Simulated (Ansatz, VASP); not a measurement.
# Pd: VASP beside Ansatz

```xyz
1
Lattice="0.0000 1.9537 1.9537 1.9537 0.0000 1.9537 1.9537 1.9537 0.0000" Properties=species:S:1:pos:R:3 pbc="T T T"
Pd    0.0000    0.0000    0.0000
```

Alike in both runs: functional r2SCAN; k mesh 18 × 18 × 18; occupations gaussian, width 0.1 eV; no spin polarisation.

Ansatz relaxed the structure, and its values are those at the end. VASP's run is a single point on that final structure, the one shown.

|  | VASP | Ansatz |
| --- | --- | --- |
| version | VASP 6.6.1 | Ansatz 0.2.0 |
| potentials or method | VASP PAW PBE potentials, release 64 (Pd) | scalar-relativistic, plane waves, PAW |
| plane-wave cutoff (eV) | 520 | 500 |
| valence electrons in the cell | 10 | 18 |

VASP gave:

| Item | Value |
| --- | --- |
| gap on the k mesh at the Fermi level (eV) | none |
| pressure (GPa) | 0.7 |

Question: Estimate Ansatz's values.

Answer: gap on the k mesh at the Fermi level (eV): none; pressure (GPa): 0.0.

A gap of «none» marks a metal or a gap that the smearing closes. The two sets of potentials don't hold the same shells in valence.

Caveats: the PAW data sets were made with another functional, which shifts forces and pressure a little (VASP).
